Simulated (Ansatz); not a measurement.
Results of PBE (plane waves, PAW; Ansatz, a program for electronic structure) for skutterudite CoSb₃.

Settings: plane-wave cutoff 520 eV, 6×6×6 k mesh, Fermi–Dirac smearing 0.01 eV, no spin polarisation, scalar-relativistic PAW data made under PBE.

Cell (measured lattice):

```cif
data_Co8Sb24
_chemical_formula_sum 'Co8 Sb24'
_space_group_name_H-M_alt 'Im-3'
_space_group_IT_number 204
_space_group_name_Hall '-I 2 2 3'
_cell_length_a 9.03708
_cell_length_b 9.03708
_cell_length_c 9.03708
_cell_angle_alpha 90.000
_cell_angle_beta 90.000
_cell_angle_gamma 90.000
loop_
_atom_site_label
_atom_site_type_symbol
_atom_site_symmetry_multiplicity
_atom_site_Wyckoff_symbol
_atom_site_fract_x
_atom_site_fract_y
_atom_site_fract_z
_atom_site_occupancy
Co1 Co 8 c 0.25000 0.25000 0.25000 1
Sb1 Sb 24 g 0.00000 0.33324 0.15976 1
```
(The calculation used a cell of 16 atoms; values per cell refer to that cell.)

### Question
Give the computed band gap.

### Answer

* **band gap**: 0.24 eV

Measured, for comparison: band gap 0.63 eV (temperature not stated, no zero-point or thermal correction; as tabulated in Kim et al. (2020), doi:10.1038/s41597-020-00723-8).

Note: cell and atoms aren't relaxed at this level (largest force component 0.07 eV/Å, pressure 2.4 GPa).

Spin–orbit coupling is not included; it can close the smallest gap of 0.24 eV.

The computed numbers hold no vibrational or temperature effects.

It cost about 6 core-minutes (a rough figure) of CPU time.
